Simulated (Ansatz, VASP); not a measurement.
**KBr: VASP beside Ansatz**

Contents of INCAR:

```
  ALGO = Normal
  EDIFF = 1E-7
  ENCUT = 520
  ISIF = 2
  ISMEAR = 0
  LASPH = T
  LCHARG = F
  LREAL = F
  LWAVE = F
  NBANDS = 15
  NELM = 80
  PREC = Accurate
  SIGMA = 0.05
```

File KPOINTS:

```
k-points
0
Gamma
  6 6 6
```

POSCAR

```
KBr
1.0
    4.0434990000      0.0000000000      0.0000000000
    0.0000000000      4.0434990000      0.0000000000
    0.0000000000      0.0000000000      4.0434990000
K Br
1 1
Direct
   -0.0262312461     -0.0262312461      0.0000000000
    0.5000000000      0.5000000000      0.5000000000
```

Input for Ansatz:

```yaml
crystal:
  lattice:
    - [4.043499, 0.0, 0.0]
    - [0.0, 4.043499, 0.0]
    - [0.0, 0.0, 4.043499]
  atoms:
    - { symbol: K, position: [-0.0262312461, -0.0262312461, 0.0] }
    - { symbol: Br, position: [0.5, 0.5, 0.5] }
basis:
  ecutwfc: 420
kpoints:
  mp_grid: { grid: [6, 6, 6] }
hamiltonian:
  xc: lda
scf:
  occupations: { method: gaussian, width: 0.05 }
output:
  forces: true
  stress: true
  eigenvalues: true
```

Alike in both runs: task single point; functional LDA; k mesh 6 × 6 × 6; occupations gaussian, width 0.05 eV; no spin polarisation.

```csv
,VASP,Ansatz
version,VASP 6.6.1,Ansatz 0.2.0
potentials or method,"VASP PAW LDA potentials, release 64 (K_sv, Br)","scalar-relativistic, plane waves, PAW"
plane-wave cutoff (eV),520,420
valence electrons in the cell,16,16
```

Ansatz gave:

```
gap on the k mesh at the Fermi level (eV)       : 3.48
least direct gap on the mesh (eV)               : 3.75
pressure (GPa)                                  : -2.5
largest component of the traceless stress (GPa) : 0.09
rms of the force components (eV/Å)              : 0.026
```

Task: Which values does VASP return?

Result: gap on the k mesh at the Fermi level (eV): 3.49; least direct gap on the mesh (eV): 3.76; pressure (GPa): -2.5; largest component of the traceless stress (GPa): 0.09; rms of the force components (eV/Å): 0.028.

Atom by atom the forces differ by 0.002 eV/Å (rms over components).

A k mesh can miss the band edges.
